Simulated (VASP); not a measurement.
## BaTiO3: electric field gradients with PBE

Crystal: BaTiO3.

```
Ba Ti O
1.0
     4.00768    0.00000    0.00000
     0.00000    4.00768    0.00000
     0.00000    0.00000    4.00768
Ba Ti O
1 1 3
Cartesian
  2.0038 2.0038 2.0038
  0.0000 0.0000 0.0000
  2.0038 0.0000 0.0000
  0.0000 2.0038 0.0000
  0.0000 0.0000 2.0038
```

The cell is a database's computed one.

```
Program                : VASP 6.6.1
Task                   : electric field gradients
Functional             : PBE
Potentials or basis    : VASP PAW PBE potentials, release 64 (Ba_sv, Ti_sv, O)
Cutoff                 : 520 eV
k mesh                 : 5 × 5 × 5
Occupations            : fermi-dirac, width 0.02 eV
Spin                   : no spin polarisation
Dipole correction      : no
Further INCAR settings : ALGO = Fast; EDIFF = 1e-08; NBANDS = 28
```

The pressure is 3.2 GPa and the band gap on the k mesh is 1.85 eV, indirect (least direct gap 1.88 eV).

Levels at points of the mesh, in eV from the valence-band top:
| k point | band 17 | band 18 | band 19 | band 20 | band 21 | band 22 | band 23 | band 24 |
| --- | --- | --- | --- | --- | --- | --- | --- | --- |
| (0.00, 0.00, 0.00) | -0.97 | -0.03 | -0.03 | -0.03 | 1.85 | 1.85 | 1.85 | 3.99 |

Electric field gradients, principal values (V/Å²):
```
atom      Vxx      Vyy     Vzz
1 Ba    0.000    0.000   0.000
2 Ti    0.000    0.000   0.000
 3 O  -12.494  -12.494  24.988
 4 O  -12.494  -12.494  24.988
 5 O  -12.494  -12.494  24.988
```

Run time: 2.5 min on 1 thread of Intel(R) Xeon(R) Platinum 8175M CPU @ 2.50GHz (Skylake/Cascade Lake), with other jobs on the host, peak memory 0.17 GiB.

Caveat: spin-orbit coupling is left out, which moves the levels of the heavy elements; an odd mesh through Γ misses points on the zone boundary, where band edges often lie.
